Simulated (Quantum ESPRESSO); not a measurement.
# PbSe (Clausthalite) (Fm-3m) in Quantum ESPRESSO: a series of runs, part 2 of 2

Quantum ESPRESSO 7.5.

## 4. Single point, LDA, 26.95 Å³/atom

The input, pw.in:

```
&CONTROL
  calculation = 'scf'
  prefix = 'pwscf'
  outdir = './tmp'
  pseudo_dir = './pseudo'
  tprnfor = .true.
  tstress = .true.
  disk_io = 'nowf'
/
&SYSTEM
  ibrav = 0
  nat = 2
  ntyp = 2
  ecutwfc = 86
  nbnd = 22
  occupations = 'smearing'
  smearing = 'fd'
  degauss = 0.00367493
/
&ELECTRONS
  conv_thr = 4d-10
  electron_maxstep = 120
  mixing_beta = 0.5
/
ATOMIC_SPECIES
Pb   207.2000 Pb.upf
Se    78.9710 Se.upf
CELL_PARAMETERS angstrom
   0.0000000000    2.9981702236    2.9981702236
   2.9981702236    0.0000000000    2.9981702236
   2.9981702236    2.9981702236    0.0000000000
ATOMIC_POSITIONS crystal
Pb     0.0000000000    0.0000000000    0.0000000000
Se     0.5000000000    0.5000000000    0.5000000000
K_POINTS automatic
8 8 8 0 0 0
```

Potentials or basis: PseudoDojo 0.4.1 SR LDA standard.

Started as:

```bash
OMP_NUM_THREADS=1 pw.x -in pw.in > pw.out
```

pw.out:

```text
This program is part of the open-source Quantum ESPRESSO suite
     for quantum simulation of materials; please cite
         "P. Giannozzi et al., J. Phys.:Condens. Matter 21 395502 (2009);
         "P. Giannozzi et al., J. Phys.:Condens. Matter 29 465901 (2017);
         "P. Giannozzi et al., J. Chem. Phys. 152 154105 (2020);
     in publications or presentations arising from this work. More details at

     Message from routine setup:
     using ibrav=0 with symmetry is DISCOURAGED, use correct ibrav instead

     G-vector sticks info
     --------------------
     sticks:   dense  smooth     PW     G-vecs:    dense   smooth      PW
     Sum        1519    1519    439                39189    39189    6081

     Using Slab Decomposition

     bravais-lattice index     =            0
     lattice parameter (alat)  =       8.0125  a.u.
     unit-cell volume          =     363.7437 (a.u.)^3
     number of atoms/cell      =            2
     number of atomic types    =            2
     number of electrons       =        30.00
     number of Kohn-Sham states=           22
     kinetic-energy cutoff     =      86.0000  Ry
     charge density cutoff     =     344.0000  Ry
     scf convergence threshold =      4.0E-10
     mixing beta               =       0.5000
     number of iterations used =            8  plain     mixing
     Exchange-correlation= SLA  PW   NOGX NOGC
                           (   1   4   0   0   0   0   0)

     celldm(1)=   8.012539  celldm(2)=   0.000000  celldm(3)=   0.000000
     celldm(4)=   0.000000  celldm(5)=   0.000000  celldm(6)=   0.000000

     crystal axes: (cart. coord. in units of alat)
               a(1) = (   0.000000   0.707107   0.707107 )
               a(2) = (   0.707107   0.000000   0.707107 )
               a(3) = (   0.707107   0.707107   0.000000 )

     reciprocal axes: (cart. coord. in units 2 pi/alat)
               b(1) = ( -0.707107  0.707107  0.707107 )
               b(2) = (  0.707107 -0.707107  0.707107 )
               b(3) = (  0.707107  0.707107 -0.707107 )

     PseudoPot. # 1 for Pb read from file:
     Pb.upf
     Pseudo is Norm-conserving + core correction, Zval = 14.0
     Generated using ONCVPSP code by D. R. Hamann
     Using radial grid of 1638 points,  6 beta functions with:
                l(1) =   0
                l(2) =   0
                l(3) =   1
[... 33 lines left out ...]
        k(    4) = (   0.2651650   0.2651650  -0.2651650), wk =   0.0312500
        k(    5) = (  -0.3535534  -0.3535534   0.3535534), wk =   0.0156250
        k(    6) = (   0.1767767   0.0000000   0.0000000), wk =   0.0234375
[... 21 lines left out ...]
        k(   28) = (  -0.7071068   0.1767767  -0.0000000), wk =   0.0468750
        k(   29) = (  -0.7071068   0.3535534   0.0000000), wk =   0.0234375

     Dense  grid:    39189 G-vectors     FFT dimensions: (  48,  48,  48)

     Initial potential from superposition of free atoms

     starting charge      29.9983, renormalised to      30.0000
     Starting wfcs are   18 randomized atomic wfcs +    4 random wfcs

     Self-consistent Calculation

     iteration #  1     ecut=    86.00 Ry     beta= 0.50
     Davidson diagonalization with overlap
     ethr =  1.00E-02,  avg # of iterations =  4.9

     Threshold (ethr) on eigenvalues was too large:
     Diagonalizing with lowered threshold

     Davidson diagonalization with overlap
     ethr =  1.97E-04,  avg # of iterations =  4.0

     total energy              =    -382.94712135 Ry
     estimated scf accuracy    <       0.05795253 Ry
[... 50 lines left out ...]
     iteration #  9     ecut=    86.00 Ry     beta= 0.50
     Davidson diagonalization with overlap
     ethr =  3.04E-11,  avg # of iterations =  2.0

     End of self-consistent calculation

          k = 0.0000 0.0000 0.0000 (  4909 PWs)   bands (ev):

   -37.4496 -37.4496 -37.4460 -37.4460 -37.4460  -6.6306  -6.6306  -6.6259
    -6.6259  -6.6259  -3.9656   3.8638   8.0810   8.0810   8.0810  14.9549
    14.9549  14.9549  16.6015  16.6015  16.6015  18.1736
[... 111 lines left out ...]
   -37.4496 -37.4496 -37.4460 -37.4459 -37.4459  -6.7689  -6.6298  -6.6262
    -6.5841  -6.5751  -2.2820   1.8091   5.1232   7.1436   7.5412  13.5584
    14.2405  15.7371  15.9397  20.3644  20.6744  22.8102

          k =-0.7071 0.0000 0.0000 (  4880 PWs)   bands (ev):

   -37.4497 -37.4495 -37.4460 -37.4458 -37.4458  -6.8165  -6.6506  -6.6058
    -6.5672  -6.5672  -2.2605   2.5910   4.6820   6.5902   6.5902  13.6015
    15.9646  15.9646  16.4325  21.7827  22.2456  23.0436

          k = 0.3536 0.1768 0.0000 (  4892 PWs)   bands (ev):
[... 31 lines left out ...]
   -37.4496 -37.4496 -37.4459 -37.4459 -37.4459  -6.7368  -6.6399  -6.6097
    -6.6060  -6.5770  -2.3970   1.5908   5.7126   6.6047   9.2596  11.7127
    14.2614  14.9989  17.9729  17.9948  20.9540  21.8091

          k =-0.7071 0.1768-0.0000 (  4910 PWs)   bands (ev):

   -37.4496 -37.4495 -37.4460 -37.4459 -37.4458  -6.7929  -6.6391  -6.6171
    -6.5802  -6.5672  -2.2471   2.1715   4.9037   6.2267   7.7054  14.0587
    14.1111  16.0493  16.4659  20.4342  22.1104  23.0576

          k =-0.7071 0.3536 0.0000 (  4916 PWs)   bands (ev):

   -37.4496 -37.4496 -37.4459 -37.4459 -37.4458  -6.7651  -6.6325  -6.6104
    -6.6104  -6.5672  -2.2330   1.8421   5.5002   5.5002   9.3267  11.9449
    15.1361  15.1361  18.0183  18.0183  22.3435  23.0721

     the Fermi energy is    10.2406 ev

!    total energy              =    -382.96262154 Ry
     estimated scf accuracy    <          1.9E-11 Ry
     smearing contrib. (-TS)   =      -0.00007913 Ry
     internal energy E=F+TS    =    -382.96254240 Ry

     The total energy is F=E-TS. E is the sum of the following terms:
     one-electron contribution =    -166.93769634 Ry
     hartree contribution      =      97.20060210 Ry
     xc contribution           =     -87.25613449 Ry
     ewald contribution        =    -225.96931368 Ry

     convergence has been achieved in   9 iterations

     Forces acting on atoms (cartesian axes, Ry/au):

     atom    1 type  1   force =    -0.00000000   -0.00000000    0.00000000
     atom    2 type  2   force =     0.00000000    0.00000000   -0.00000000

     Total force =     0.000000     Total SCF correction =     0.000000

     Computing stress (Cartesian axis) and pressure

          total   stress  (Ry/bohr**3)                   (kbar)     P=       12.65
   0.00008601  -0.00000000  -0.00000000           12.65       -0.00       -0.00
  -0.00000000   0.00008601  -0.00000000           -0.00       12.65       -0.00
  -0.00000000  -0.00000000   0.00008601           -0.00       -0.00       12.65

=------------------------------------------------------------------------------=
   JOB DONE.
=------------------------------------------------------------------------------=
```

Wall time 39 s (1 thread of Arm Neoverse V2, shared host); peak memory 0.11 GiB.

Results:

* Free energy: -5210.4719 eV
* Pressure: 1.3 GPa
* Band gap on the k mesh: 0.02 eV, direct

Caveat: spin-orbit coupling is left out, which as a rule narrows the gap of such compounds by several tenths of an eV.

## 5. Single point, LDA, 27.52 Å³/atom

Edit pw.in of step 4 so:

```diff
@@ -28,5 +28,5 @@
 CELL_PARAMETERS angstrom
-   0.0000000000    2.9981702236    2.9981702236
-   2.9981702236    0.0000000000    2.9981702236
-   2.9981702236    2.9981702236    0.0000000000
+   0.0000000000    3.0192847941    3.0192847941
+   3.0192847941    0.0000000000    3.0192847941
+   3.0192847941    3.0192847941    0.0000000000
 ATOMIC_POSITIONS crystal
```

Started as:

```bash
OMP_NUM_THREADS=1 pw.x -in pw.in > pw.out
```

It took 39 s on 1 thread of Arm Neoverse V2, shared host; peak memory 0.11 GiB.

The run converged. Its results:

| Quantity | Value |
| --- | --- |
| Free energy | -5210.4764 eV |
| Pressure | 0.0 GPa |
| Band gap on the k mesh | 0.06 eV, direct |

Caveat: spin-orbit coupling is left out, which as a rule narrows the gap of such compounds by several tenths of an eV.

## 6. Single point, LDA, 28.10 Å³/atom

Edit pw.in of step 5 so:

```diff
@@ -28,5 +28,5 @@
 CELL_PARAMETERS angstrom
-   0.0000000000    3.0192847941    3.0192847941
-   3.0192847941    0.0000000000    3.0192847941
-   3.0192847941    3.0192847941    0.0000000000
+   0.0000000000    3.0401081059    3.0401081059
+   3.0401081059    0.0000000000    3.0401081059
+   3.0401081059    3.0401081059    0.0000000000
 ATOMIC_POSITIONS crystal
```

Potentials or basis: PseudoDojo 0.4.1 SR LDA standard.

Started as:

```bash
OMP_NUM_THREADS=1 pw.x -in pw.in > pw.out
```

Wall time 40 s (1 thread of Arm Neoverse V2, shared host); peak memory 0.11 GiB.

It converged, with:

| Property | Result |
| --- | --- |
| Free energy | -5210.4724 eV |
| Pressure | -1.1 GPa |
| Band gap on the k mesh | 0.13 eV, direct |

Caveat: spin-orbit coupling is left out, which as a rule narrows the gap of such compounds by several tenths of an eV.

## 7. Single point, LDA, 28.67 Å³/atom

Edit pw.in of step 6 so:

```diff
@@ -28,5 +28,5 @@
 CELL_PARAMETERS angstrom
-   0.0000000000    3.0401081059    3.0401081059
-   3.0401081059    0.0000000000    3.0401081059
-   3.0401081059    3.0401081059    0.0000000000
+   0.0000000000    3.0606500000    3.0606500000
+   3.0606500000    0.0000000000    3.0606500000
+   3.0606500000    3.0606500000    0.0000000000
 ATOMIC_POSITIONS crystal
```

Started as:

```bash
OMP_NUM_THREADS=1 pw.x -in pw.in > pw.out
```

Wall time 48 s (1 thread of Arm Neoverse V2, shared host); peak memory 0.12 GiB.

It converged, with:

```yaml
Free_energy: -5210.4606 eV
Pressure: -2.1 GPa
Band_gap_on_the_k_mesh: 0.19 eV, direct
```

Caveat: spin-orbit coupling is left out, which as a rule narrows the gap of such compounds by several tenths of an eV.

## 8. Single point, LDA, 29.24 Å³/atom

Edit pw.in of step 7 so:

```diff
@@ -28,5 +28,5 @@
 CELL_PARAMETERS angstrom
-   0.0000000000    3.0606500000    3.0606500000
-   3.0606500000    0.0000000000    3.0606500000
-   3.0606500000    3.0606500000    0.0000000000
+   0.0000000000    3.0809197960    3.0809197960
+   3.0809197960    0.0000000000    3.0809197960
+   3.0809197960    3.0809197960    0.0000000000
 ATOMIC_POSITIONS crystal
```

Started as:

```bash
OMP_NUM_THREADS=1 pw.x -in pw.in > pw.out
```

Run time: 49 s. Hardware: 1 thread of Arm Neoverse V2, shared host; peak memory 0.12 GiB.

Results (log left out):

| Property | Result |
| --- | --- |
| Free energy | -5210.4420 eV |
| Pressure | -3.1 GPa |
| Band gap on the k mesh | 0.25 eV, direct |

Caveat: spin-orbit coupling is left out, which as a rule narrows the gap of such compounds by several tenths of an eV.

## 9. Single point, LDA, 29.82 Å³/atom

Edit pw.in of step 8 so:

```diff
@@ -28,5 +28,5 @@
 CELL_PARAMETERS angstrom
-   0.0000000000    3.0809197960    3.0809197960
-   3.0809197960    0.0000000000    3.0809197960
-   3.0809197960    3.0809197960    0.0000000000
+   0.0000000000    3.1009263293    3.1009263293
+   3.1009263293    0.0000000000    3.1009263293
+   3.1009263293    3.1009263293    0.0000000000
 ATOMIC_POSITIONS crystal
```

Potentials or basis: PseudoDojo 0.4.1 SR LDA standard.

Started as:

```bash
OMP_NUM_THREADS=1 pw.x -in pw.in > pw.out
```

It took 49 s on 1 thread of Arm Neoverse V2, shared host; peak memory 0.12 GiB.

The run converged. Its results:

```yaml
Free_energy: -5210.4171 eV
Pressure: -3.9 GPa
Band_gap_on_the_k_mesh: 0.31 eV, direct
```

Caveat: spin-orbit coupling is left out, which as a rule narrows the gap of such compounds by several tenths of an eV.

## 10. Single point, LDA, 30.39 Å³/atom

Edit pw.in of step 9 so:

```diff
@@ -28,5 +28,5 @@
 CELL_PARAMETERS angstrom
-   0.0000000000    3.1009263293    3.1009263293
-   3.1009263293    0.0000000000    3.1009263293
-   3.1009263293    3.1009263293    0.0000000000
+   0.0000000000    3.1206779849    3.1206779849
+   3.1206779849    0.0000000000    3.1206779849
+   3.1206779849    3.1206779849    0.0000000000
 ATOMIC_POSITIONS crystal
```

Started as:

```bash
OMP_NUM_THREADS=1 pw.x -in pw.in > pw.out
```

It took 49 s on 1 thread of Arm Neoverse V2, shared host; peak memory 0.12 GiB.

It converged, with:

```yaml
Free_energy: -5210.3867 eV
Pressure: -4.6 GPa
Band_gap_on_the_k_mesh: 0.36 eV, direct
```

Caveat: spin-orbit coupling is left out, which as a rule narrows the gap of such compounds by several tenths of an eV.

## 11. Equation of state, LDA

No new run: the results of the series are fitted here.

What came out:

```
Equilibrium volume                      : 27.53 Å³/atom
Bulk modulus                            : 57 GPa
Pressure derivative of the bulk modulus : 4.2
```

Energy against volume, from the lowest point:
| volume (Å³/atom) | energy (meV/atom) |
| --- | --- |
| 26.951 | 2.26 |
| 27.524 | 0.00 |
| 28.097 | 2.02 |
| 28.671 | 7.89 |
| 29.244 | 17.22 |
| 29.818 | 29.65 |
| 30.391 | 44.86 |

The run has no spin-orbit coupling, so splittings on Pb are missing.

## 12. Overview

```csv
task,level,potentials or basis,form of the LDA correlation,gap on the mesh (eV),pressure (GPa)
band structure,PBE,PseudoDojo 0.4.1 SR PBE standard,-,0.30,2.4
band structure,LDA,PseudoDojo 0.4.1 SR LDA standard,PW92,0.19,-2.1
equation of state,LDA,PseudoDojo 0.4.1 SR LDA standard,PW92,-,-
```

Alike in all rows: no spin polarisation; cell as given; k mesh 8 × 8 × 8; cutoff (eV) 1170; smearing fermi-dirac 0.05 eV.

Caveats: spin-orbit coupling is left out, which as a rule narrows the gap of such compounds by several tenths of an eV (some runs).

Absolute energies hang on the potentials; compare differences alone.

## 13. How close it comes

Step 2. Measured gap of PbSe: 0.15 eV (direct; 4.2 K; a printed reference work, monograph). This calculation gives 0.30 eV (+0.15 eV). 2 values of this kind are on record (0.15 to 0.28 eV); this one was drawn at random. Spin-orbit coupling on Pb, Se is left out. The value is that of PBE, without temperature or zero-point motion.

Step 3. Measured gap of PbSe: 0.15 eV (direct; 4.2 K; a printed reference work, monograph). This calculation gives 0.19 eV (+0.04 eV). 2 values of this kind are on record (0.15 to 0.28 eV); this one was drawn at random. Spin-orbit coupling on Pb, Se is left out. The value is that of LDA, without temperature or zero-point motion.

Step 11. The cell as given is a measured one (28.67 Å³/atom); LDA puts the equilibrium volume -4.0 % from it, thermal expansion not counted.
